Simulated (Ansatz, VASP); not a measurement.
**One calculation of Pb, two programs**

```xyz
2
Lattice="3.4575 0.0000 0.0000 -1.7288 2.9943 0.0000 0.0000 0.0000 5.7713" Properties=species:S:1:pos:R:3 pbc="T T T"
Pb    0.0000    1.9962    1.4428
Pb    1.7288    0.9981    4.3284
```

Alike in both runs: functional PBEsol; k mesh 16 × 16 × 10; occupations fermi-dirac, width 0.08 eV; no spin polarisation.

Ansatz relaxed the structure, and its values are those at the end. VASP's run is a single point on that final structure, the one shown.

```csv
,VASP,Ansatz
version,VASP 6.6.1,Ansatz 0.2.0
potentials or method,"VASP PAW PBE potentials, release 64 (Pb_d)","PAW with Ansatz's default frozen-core files, scalar-relativistic"
plane-wave cutoff (eV),520,420
valence electrons in the cell,28,28
```

|  | VASP | Ansatz | Ansatz less VASP |
| --- | --- | --- | --- |
| pressure (GPa) | -0.1 | 0.0 | +0.07 |

Caveats: the PAW data sets were made with another functional, which shifts forces and pressure a little (VASP). Spin-orbit coupling is left out, which matters for the levels of Pb.
